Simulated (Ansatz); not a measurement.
# PbSe: the cost of one run

Method: DFT PBEsol, scalar-relativistic, plane waves, PAW, in Ansatz 0.2.0.

## Step 1: Starting point

The structure is orthorhombic, space group Fmm2 (No. 42). Conventional cell: a = 6.236 Å, b = 24.002 Å, c = 6.251 Å, α = 90.00°, β = 90.00°, γ = 90.00°. Pb (site symmetry m) is surrounded by 5 Se at 2.83 to 3.21 Å. Around Se (site symmetry m) lie 5 Pb at 2.83 to 3.21 Å.

Coordinates:

```xyz
4
Lattice="0.0000 12.0008 3.1254 3.1182 0.0000 3.1254 3.1182 12.0008 0.0000" Properties=species:S:1:pos:R:3 pbc="T T T"
Pb    3.1182    4.6259    3.1129
Pb    3.1182   19.3757    3.1129
Se    3.1182   16.5472    3.0317
Se    3.1182    7.4544    3.0317
```

The structure comes from the Materials Project (structure only).

## Step 2: A first look at the start

Contents of input.yaml:

```yaml
crystal:
  lattice:
    - [0.0, 12.000799, 3.125442]
    - [3.118151, 0.0, 3.125442]
    - [3.118151, 12.000799, 0.0]
  atoms:
    - { symbol: Pb, position: [0.19073, 0.805267, 0.194733] }
    - { symbol: Pb, position: [0.805267, 0.19073, 0.80927] }
    - { symbol: Se, position: [0.674423, 0.295581, 0.704419] }
    - { symbol: Se, position: [0.295581, 0.674423, 0.325577] }
basis:
  ecutwfc: 420
kpoints:
  mp_grid: { grid: [4, 4, 4] }
hamiltonian:
  xc: pbesol
scf:
  occupations: { method: gaussian, width: 0.1 }
output:
  forces: true
  stress: true
  eigenvalues: true
```

On the command line:

```bash
> ansatz run input.yaml --threads 4 --pin off --max-ram 5120MiB --backend cpu --events-out ev --progress --plain --runs-dir out
```

Q: Estimate wall time and peak memory on 4 threads of Intel Xeon Platinum 8488C (Sapphire Rapids), shared host.

About 3.1 s, with a peak of 0.6 GiB.
